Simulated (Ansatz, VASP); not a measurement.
AlRu in VASP and in Ansatz

Contents of INCAR:

```
SYSTEM = AlRu
PREC = Accurate
ENCUT = 520
EDIFF = 1E-6
ISMEAR = 0
SIGMA = 0.011
LREAL = .FALSE.
LASPH = .TRUE.
NELM = 80
ALGO = Normal
ISIF = 2
LWAVE = .FALSE.
LCHARG = .FALSE.
GGA = PE
NBANDS = 16
```

KPOINTS

```
Automatic mesh
0
G
  9 9 9
  0 0 0
```

The input POSCAR:

```
AlRu
1.0
    2.9916000000      0.0000000000      0.0000000000
    0.0000000000      2.9916000000      0.0000000000
    0.0000000000      0.0000000000      2.9916000000
Ru Al
1 1
Direct
    0.5000000000      0.5000000000      0.5000000000
    0.0000000000      0.0000000000      0.0000000000
```

File input.yaml:

```yaml
crystal:
  lattice:
    - [2.9916, 0.0, 0.0]
    - [0.0, 2.9916, 0.0]
    - [0.0, 0.0, 2.9916]
  atoms:
    - { symbol: Ru, position: [0.5, 0.5, 0.5] }
    - { symbol: Al, position: [0.0, 0.0, 0.0] }
hamiltonian:
  xc: pbe
  pseudopotentials: { kind: paw }
kpoints:
  mp_grid: { grid: [9, 9, 9] }
scf:
  occupations: { method: gaussian, width: 0.011 }
output:
  forces: true
  stress: true
  eigenvalues: true
```

Alike in both runs: task single point; functional PBE; k mesh 9 × 9 × 9; occupations gaussian, width 0.011 eV; no spin polarisation.

```csv
,VASP,Ansatz
version,VASP 6.6.1,Ansatz 0.2.0
potentials or method,"VASP PAW PBE potentials, release 64 (Ru_pv, Al)",Ansatz PAW
plane-wave cutoff (eV),520,420
valence electrons in the cell,17,19
```

```tsv
	VASP	Ansatz	Ansatz less VASP
gap on the k mesh at the Fermi level (eV)	none	none	-
pressure (GPa)	2.5	2.5	-0.01
```

A gap of «none» marks a metal or a gap that the smearing closes. The two sets of potentials don't hold the same shells in valence.
